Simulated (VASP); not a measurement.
# W (Im-3m) in VASP: further runs

One crystal, W, is run at these levels: PBE+D3(BJ), PBEsol; tasks: relaxation of cell and atoms, single point.

All numbers are computed with VASP 6.6.1; they aren't measurements. Logs are shortened: lines on timing, memory, paths and dates and some standing lists are left out, and cuts for length are marked.

**1. Starting point**

It takes space group Im-3m (No. 229, cubic). The conventional cell has a = 3.201 Å, b = 3.201 Å, c = 3.201 Å, α = 90.00°, β = 90.00°, γ = 90.00°. Around W (site symmetry m-3m) lie 8 W at 2.77 Å.

**2. Relaxation of cell and atoms, PBE+D3(BJ)**

Input file INCAR:

```
SYSTEM = W
ALGO     = Normal         ! electronic algorithm
EDIFF    = 1E-7           ! SCF threshold, eV
EDIFFG   = -0.005         ! ionic threshold
ENCUT    = 600            ! plane-wave cutoff, eV
GGA      = PE             ! functional
IBRION   = 2              ! ionic algorithm
ISIF     = 3              ! what is computed and relaxed
ISMEAR   = 0              ! smearing method
IVDW     = 12             ! dispersion correction
LASPH    = .TRUE.         ! aspherical terms in the spheres
LCHARG   = .FALSE.        ! write CHGCAR
LREAL    = .FALSE.        ! projectors in reciprocal space
LWAVE    = .FALSE.        ! write WAVECAR
NELM     = 60             ! most SCF steps
NSW      = 90             ! ionic steps
PREC     = Accurate       ! precision mode
SIGMA    = 0.1            ! smearing width, eV
```

Input file KPOINTS:

```
k-points
0
G
  18 18 18
  0 0 0
```

Input file POSCAR:

```
W
1.0
   -1.6007500000      1.6007500000      1.6007500000
    1.6007500000     -1.6007500000      1.6007500000
    1.6007500000      1.6007500000     -1.6007500000
W
1
Direct
    0.0000000000      0.0000000000      0.0000000000
```

Potentials or basis: VASP PAW PBE potentials, release 64 (W_sv).

Run with:

```bash
> cat potpaw_PBE.64/W_sv/POTCAR > POTCAR
> mpirun -np 1 vasp_std > vasp.out
```

OUTCAR:

```text
SYSTEM = W
   EDIFF = 1E-7
   EDIFFG = -0.005
   ENCUT = 600
   GGA = PE
   IBRION = 2
   ISIF = 3
   ISMEAR = 0
   IVDW = 12
   LASPH = .TRUE.
   LREAL = .FALSE.
   NELM = 60
   NSW = 90
   PREC = Accurate
 IVDW          = 12

 ion  position               nearest neighbor table
   1  0.000  0.000  0.000-

  LATTYP: Found a body centered cubic cell.
 ALAT       =     3.2015000000

  Lattice vectors:

 A1 = (  -1.6007500000,   1.6007500000,   1.6007500000)
 A2 = (   1.6007500000,  -1.6007500000,   1.6007500000)
 A3 = (   1.6007500000,   1.6007500000,  -1.6007500000)

Analysis of symmetry for initial positions (statically):
=====================================================================
 Subroutine PRICEL returns:
 Original cell was already a primitive cell.

 Routine SETGRP: Setting up the symmetry group for a
 body centered cubic supercell.

 Subroutine GETGRP returns: Found 48 space group operations
 (whereof 48 operations were pure point group operations)
 out of a pool of 48 trial point group operations.

The static configuration has the point symmetry O_h .

Analysis of symmetry for dynamics (positions and initial velocities):
=====================================================================
 Subroutine PRICEL returns:
 Original cell was already a primitive cell.

 Routine SETGRP: Setting up the symmetry group for a
 body centered cubic supercell.

 Subroutine GETGRP returns: Found 48 space group operations
 (whereof 48 operations were pure point group operations)
 out of a pool of 48 trial point group operations.

The dynamic configuration has the point symmetry O_h .

 Subroutine INISYM returns: Found 48 space group operations
 (whereof 48 operations are pure point group operations),
 and found     1 'primitive' translations

----------------------------------------------------------------------------------------

                                     Primitive cell

  volume of cell :      16.4071

  direct lattice vectors                    reciprocal lattice vectors
    -1.600750000  1.600750000  1.600750000     0.000000000  0.312353584  0.312353584
     1.600750000 -1.600750000  1.600750000     0.312353584  0.000000000  0.312353584
     1.600750000  1.600750000 -1.600750000     0.312353584  0.312353584  0.000000000

  length of vectors
     2.772580330  2.772580330  2.772580330     0.441734675  0.441734675  0.441734675

  position of ions in fractional coordinates (direct lattice)
     0.000000000  0.000000000  0.000000000

  ion indices of the primitive-cell ions
   primitive index   ion index
                 1           1

----------------------------------------------------------------------------------------

 KPOINTS: k-points

Automatic generation of k-mesh.
 Grid dimensions read from file:
 generate k-points for:   18   18   18

 Generating k-lattice:

  Cartesian coordinates                     Fractional coordinates (reciprocal lattice)
     0.000000000  0.017352977  0.017352977     0.055555556  0.000000000  0.000000000
     0.017352977  0.000000000  0.017352977     0.000000000  0.055555556  0.000000000
     0.017352977  0.017352977  0.000000000     0.000000000  0.000000000  0.055555556

  Length of vectors
     0.024540815  0.024540815  0.024540815

  Shift w.r.t. Gamma in fractional coordinates (k-lattice)
     0.000000000  0.000000000  0.000000000

 Subroutine IBZKPT returns following result:
 ===========================================

 Found    195 irreducible k-points:

 Following reciprocal coordinates:
            Coordinates               Weight
  0.000000  0.000000  0.000000      1.000000
  0.055556  0.000000  0.000000     12.000000
  0.111111  0.000000  0.000000     12.000000
  0.166667  0.000000  0.000000     12.000000
  0.222222  0.000000  0.000000     12.000000
  0.277778  0.000000  0.000000     12.000000
[... 16 lines left out ...]
  0.333333  0.111111  0.000000     48.000000
  0.388889  0.111111  0.000000     48.000000
 [... further k-points ...]
   k-points           NKPTS =    195   k-points in BZ     NKDIM =    195   number of bands    NBANDS=     11
   number of dos      NEDOS =    301   number of ions     NIONS =      1
   total plane-waves  NPLWV =  13824
   dimension x,y,z NGX =    24 NGY =   24 NGZ =   24
   dimension x,y,z NGXF=    48 NGYF=   48 NGZF=   48
   ions per type =               1
   NGX,Y,Z   is equivalent  to a cutoff of  14.39, 14.39, 14.39 a.u.
   NGXF,Y,Z  is equivalent  to a cutoff of  28.78, 28.78, 28.78 a.u.
 SYSTEM =  W
   PREC   = accura    normal or accurate (medium, high low for compatibility)
   ISTART =      0    job   : 0-new  1-cont  2-samecut
   ICHARG =      2    charge: 1-file 2-atom 10-const
   ISPIN  =      1    spin polarized calculation?
   LNONCOLLINEAR =      F non collinear calculations
   LSORBIT =      F    spin-orbit coupling
   LASPH  =      T    aspherical Exc in radial PAW
   ENCUT  =  600.0 eV  44.10 Ry    6.64 a.u.   5.54  5.54  5.54*2*pi/ulx,y,z
   NELM   =     60;   NELMIN=  2; NELMDL= -5     # of ELM steps
   EDIFF  = 0.1E-06   stopping-criterion for ELM
   LREAL  =      F    real-space projection
   EDIFFG = -.5E-02   stopping-criterion for IOM
   NSW    =     90    number of steps for IOM
   IBRION =      2    ionic relax: 0-MD 1-quasi-New 2-CG
   NFREE  =      1    steps in history (QN), initial steepest desc. (CG)
   ISIF   =      3    stress and relaxation
   ISYM   =      2    0-nonsym 1-usesym 2-fastsym
   POTIM  = 0.5000    time-step for ionic-motion
   TEBEG  =    0.0;   TEEND  =   0.0 temperature during run
   PSTRESS=    0.0 pullay stress
   NELECT =      14.0000    total number of electrons
   NUPDOWN=      -1.0000    fix difference up-down
   EMIN   =  10.00;   EMAX   =-10.00  energy-range for DOS
   EFERMI =   0.00;   METHOD = LEGACY
   ISMEAR =     0;   SIGMA  =   0.10  broadening in eV -4-tet -1-fermi 0-gaus
   EFERMI_NEDOS =   21; number of points for ismear=-14 and -15
   IALGO  =     38    algorithm
   IMIX   =      4    mixing-type and parameters
     AMIX     =   0.40;   BMIX     =  1.00
     AMIX_MAG =   1.60;   BMIX_MAG =  1.00
  volume/ion in A,a.u.               =      16.41       110.72
  Fermi-wavevector in a.u.,A,eV,Ry     =   1.552771  2.934311 32.804965  2.411097
  Thomas-Fermi vector in A             =   2.657098
   LORBIT       =      0    0 simple, 1 ext, 2 COOP (PROOUT), +10 PAW based schemes
   GGA     = PE    functional components
   LHFCALC =     F    Hartree Fock is set to
   AEXX    =    0.0000 exact exchange contribution
   IVDW    =    12    specifies the selected vdW correction
   LEPSILON=     F    determine dielectric tensor
   LRPA    =     F    only Hartree local field effects (RPA)
 conjugate gradient relaxation of ions
 non-spin polarized calculation
 Gauss-broadening in eV      SIGMA  =   0.10
  energy-cutoff  :      600.00
  volume of cell :       16.41
 maximum number of plane-waves:       564
 NGX is ok and might be reduce to    24
   NGX = 11   NGY = 11   NGZ = 11

--------------------------------------- Ionic step        1  -------------------------------------------

 number of electron      14.0000002 magnetization

 Free energy of the ion-electron system (eV)
  ---------------------------------------------------
  ext. energy  EPLUGINS =         0.00000000
  ---------------------------------------------------
  free energy    TOTEN  =       -12.94798626 eV

  energy without entropy =      -12.94429641  energy(sigma->0) =      -12.94614133

------------------------ aborting loop because EDIFF is reached ----------------------------------------

 Edisp (eV)   -0.67095

 E8    (eV) :    -0.3439

  FORCE on cell =-STRESS in cart. coord.  units (eV):
  Direction    XX          YY          ZZ          XY          YZ          ZX
  --------------------------------------------------------------------------------------
  -------------------------------------------------------------------------------------
  Total      -1.15205    -1.15205    -1.15205     0.00000     0.00000    -0.00000
  in kB    -112.49995  -112.49995  -112.49995     0.00000     0.00000    -0.00000
  external pressure =     -112.50 kB  Pullay stress =        0.00 kB
[... 215 lines left out ...]
  energy  without entropy=      -13.6375497048  energy(sigma->0) =      -13.63927914

--------------------------------------- Ionic step        7  -------------------------------------------

 number of electron      14.0000001 magnetization

 Free energy of the ion-electron system (eV)
  ---------------------------------------------------
  ext. energy  EPLUGINS =         0.00000000
  ---------------------------------------------------
  free energy    TOTEN  =       -12.94334874 eV

  energy without entropy =      -12.93989570  energy(sigma->0) =      -12.94162222

 E-fermi :  11.4885     XC(G=0): -13.6590

 val. band max:       11.4853877505   @ k =  -0.2778   0.3333   0.2222
 cond. band min:      11.4997272280   @ k =   0.5000   0.5000   0.2222
 fundamental gap:      0.0143394775
 Fermi energy:        11.4884592752

 k-point     1 :       0.0000    0.0000    0.0000
  band No.  band energies     occupation
      1     -62.6836      2.00000
      2     -26.2409      2.00000
      3     -26.2409      2.00000
      4     -26.2409      2.00000
      5       1.8361      2.00000
      6      10.2589      2.00000
      7      10.2589      2.00000
      8      10.2589      2.00000
      9      13.7628      0.00000
     10      13.7628      0.00000
     11      26.0161      0.00000
[... 309 lines left out ...]
 k-point    24 :       0.3889    0.1111    0.0000
  band No.  band energies     occupation
      1     -62.5473      2.00000
      2     -27.4627      2.00000
      3     -26.6994      2.00000
      4     -26.3059      2.00000
      5       5.6362      2.00000
      6       8.0626      2.00000
      7      10.9067      2.00000
      8      13.5337      0.00000
      9      14.8721      0.00000
     10      17.9526      0.00000
     11      22.4659      0.00000

 [... further k-points ...]

------------------------ aborting loop because EDIFF is reached ----------------------------------------

 Edisp (eV)   -0.69768

 E8    (eV) :    -0.3577

  FORCE on cell =-STRESS in cart. coord.  units (eV):
  Direction    XX          YY          ZZ          XY          YZ          ZX
  --------------------------------------------------------------------------------------
  -------------------------------------------------------------------------------------
  Total       0.00136     0.00136     0.00136     0.00000     0.00000    -0.00000
  in kB       0.13741     0.13741     0.13741     0.00000     0.00000    -0.00000
  external pressure =        0.14 kB  Pullay stress =        0.00 kB
[... 16 lines left out ...]
  FREE ENERGIE OF THE ION-ELECTRON SYSTEM (eV)
  ---------------------------------------------------
  free  energy   TOTEN  =       -13.6410298515 eV

  energy  without entropy=      -13.6375768073  energy(sigma->0) =      -13.63930333

 reached required accuracy - stopping structural energy minimisation
```

Run time: 64 s. Hardware: 1 thread of Intel Xeon Platinum 8488C (Sapphire Rapids), shared host; peak memory 0.19 GiB.

What came out:

```
Free energy                            : -13.6410 eV
Relaxed volume                         : 15.80 Å³/atom
Relaxed cell                           : a = 2.738 Å, b = 2.738 Å, c = 2.738 Å, α = 109.47°, β = 109.47°, γ = 109.47°
Space group after relaxing (to 0.05 Å) : Im-3m (No. 229)
Energy gained by relaxing              : 22.1 meV/atom
Ionic steps                            : 7
Pressure after relaxing                : 0.0 GPa
Band gap on the k mesh                 : none (metal or under the smearing width)
Dispersion energy per atom             : -0.698 eV
```

The path:
| step | energy change (eV) | largest force (eV/Å) | pressure (GPa) | volume (Å³) |
| --- | --- | --- | --- | --- |
| 1 | 0.0000 | 0.0000 | -11.25 | 16.41 |
| 2 | 0.2919 | 0.0000 | 56.75 | 13.82 |
| 3 | -0.0220 | 0.0000 | -0.78 | 15.84 |
| 4 | -0.0221 | 0.0000 | -0.11 | 15.81 |
| 5 | -0.0221 | 0.0000 | 0.13 | 15.79 |
| 6 | -0.0221 | 0.0000 | -0.35 | 15.82 |
| 7 | -0.0221 | 0.0000 | 0.01 | 15.80 |

Final structure:
```
W
1.0
    -1.58073    1.58073    1.58073
     1.58073   -1.58073    1.58073
     1.58073    1.58073   -1.58073
W
1
Direct
  0.00000 0.00000 0.00000
```

Levels at points of the mesh, in eV from the Fermi level:
```csv
k point,band 5,band 6,band 7,band 8,band 9,band 10
"(0.00, 0.00, 0.00)",-9.65,-1.23,-1.23,-1.23,2.27,2.27
"(0.50, 0.00, 0.00)",-6.29,-3.58,0.69,2.17,3.15,6.19
"(0.50, 0.50, 0.50)",-5.86,-5.86,5.20,5.20,5.20,8.28
```

Caveat: pairwise dispersion overbinds metals, which lowers pressure and volume. The run has no spin-orbit coupling, so splittings on W are missing.

**3. Relaxation of cell and atoms, PBEsol**

Changes to INCAR since step 2:

```diff
@@ -4,4 +4,4 @@
 EDIFFG   = -0.005         ! ionic threshold
-ENCUT    = 600            ! plane-wave cutoff, eV
-GGA      = PE             ! functional
+ENCUT    = 300            ! plane-wave cutoff, eV
+GGA      = PS             ! functional
 IBRION   = 2              ! ionic algorithm
@@ -9,3 +9,2 @@
 ISMEAR   = 0              ! smearing method
-IVDW     = 12             ! dispersion correction
 LASPH    = .TRUE.         ! aspherical terms in the spheres
```

KPOINTS is that of step 2.

POSCAR is that of step 2.

Potentials or basis: VASP PAW PBE potentials, release 64 (W_sv).

Run with:

```bash
> cat potpaw_PBE.64/W_sv/POTCAR > POTCAR
> mpirun -np 1 vasp_std > vasp.out
```

It took 23 s on 1 thread of Intel Xeon Platinum 8488C (Sapphire Rapids), shared host; peak memory 0.12 GiB.

The run converged. Its results:

```yaml
Free_energy: -13.8064 eV
Relaxed_volume: 15.69 Å³/atom
Relaxed_cell: a = 2.731 Å, b = 2.731 Å, c = 2.731 Å, α = 109.47°, β = 109.47°, γ = 109.47°
Space_group_after_relaxing_to_0.05_Å: Im-3m (No. 229)
Energy_gained_by_relaxing: 31.8 meV/atom
Ionic_steps: 7
Pressure_after_relaxing: 0.0 GPa
Band_gap_on_the_k_mesh: none (metal or under the smearing width)
```

The path:
```csv
step,energy change (eV),largest force (eV/Å),pressure (GPa),volume (Å³)
1,0.0000,0.0000,-13.57,16.41
2,0.4522,0.0000,74.91,13.32
3,-0.0316,0.0000,-1.19,15.74
4,-0.0318,0.0000,-0.20,15.70
5,-0.0318,0.0000,0.09,15.68
6,-0.0318,0.0000,-0.28,15.70
7,-0.0318,0.0000,0.01,15.69
```

Final structure:
```
W
1.0
    -1.57692    1.57692    1.57692
     1.57692   -1.57692    1.57692
     1.57692    1.57692   -1.57692
W
1
Direct
  0.00000 0.00000 0.00000
```

Levels at points of the mesh, in eV from the Fermi level:
```tsv
k point	band 3	band 4	band 5	band 6	band 7	band 8	band 9	band 10	band 11
(0.00, 0.00, 0.00)	-37.66	-37.66	-9.71	-1.24	-1.24	-1.24	2.27	2.27	14.57
(0.50, 0.00, 0.00)	-38.10	-37.67	-6.35	-3.62	0.74	2.18	3.17	6.27	11.25
(0.50, 0.50, 0.50)	-38.60	-38.60	-5.93	-5.93	5.27	5.27	5.27	8.34	8.34
```

Caveat: the PAW data sets were made with another functional, which shifts forces and pressure a little. Spin-orbit coupling is left out, which matters for the levels of W.

**4. Relaxation of cell and atoms, PBEsol**

Changes to INCAR since step 3:

```diff
@@ -4,3 +4,3 @@
 EDIFFG   = -0.005         ! ionic threshold
-ENCUT    = 300            ! plane-wave cutoff, eV
+ENCUT    = 600            ! plane-wave cutoff, eV
 GGA      = PS             ! functional
```

Input file KPOINTS:

```
k-points
0
G
  6 6 6
  0 0 0
```

POSCAR is that of step 3.

Run with:

```bash
> cat potpaw_PBE.64/W_sv/POTCAR > POTCAR
> mpirun -np 1 vasp_std > vasp.out
```

Run time: 11 s. Hardware: 1 thread of Intel Xeon Platinum 8488C (Sapphire Rapids), shared host; peak memory 0.15 GiB.

The run converged. Its results:

| Property | Result |
| --- | --- |
| Free energy | -13.8574 eV |
| Relaxed volume | 15.63 Å³/atom |
| Relaxed cell | a = 2.728 Å, b = 2.728 Å, c = 2.728 Å, α = 109.47°, β = 109.47°, γ = 109.47° |
| Space group after relaxing (to 0.05 Å) | Im-3m (No. 229) |
| Energy gained by relaxing | 36.3 meV/atom |
| Ionic steps | 7 |
| Pressure after relaxing | 0.0 GPa |
| Band gap on the k mesh | none (metal or under the smearing width) |

Step by step:
```
step  energy change (eV)  largest force (eV/Å)  pressure (GPa)  volume (Å³)
   1              0.0000                0.0000          -14.37        16.41
   2              0.5096                0.0000           82.18        13.15
   3             -0.0361                0.0000           -1.21        15.69
   4             -0.0363                0.0000           -0.24        15.64
   5             -0.0363                0.0000            0.08        15.63
   6             -0.0363                0.0000           -0.22        15.64
   7             -0.0363                0.0000            0.01        15.63
```

Final structure:
```
CELL_PARAMETERS angstrom
-1.57510 1.57510 1.57510
1.57510 -1.57510 1.57510
1.57510 1.57510 -1.57510
ATOMIC_POSITIONS crystal
W 0.00000 0.00000 0.00000
```

Levels at points of the mesh, in eV from the Fermi level:
```
           k point  band 3  band 4  band 5  band 6  band 7  band 8  band 9  band 10  band 11
(0.00, 0.00, 0.00)  -37.81  -37.81   -9.93   -1.43   -1.43   -1.43    2.09     2.09    14.37
(0.50, 0.00, 0.00)  -38.26  -37.82   -6.57   -3.82    0.55    2.00    3.00     6.13    11.33
(0.50, 0.50, 0.50)  -38.76  -38.76   -6.16   -6.16    5.12    5.12    5.12     8.18     8.18
```

Caveat: the k mesh is coarse (spacing up to 0.46 Å⁻¹), so the values aren't converged; the PAW data sets were made with another functional, which shifts forces and pressure a little. The run has no spin-orbit coupling, so splittings on W are missing.

(Continued in part 2 of 2.)
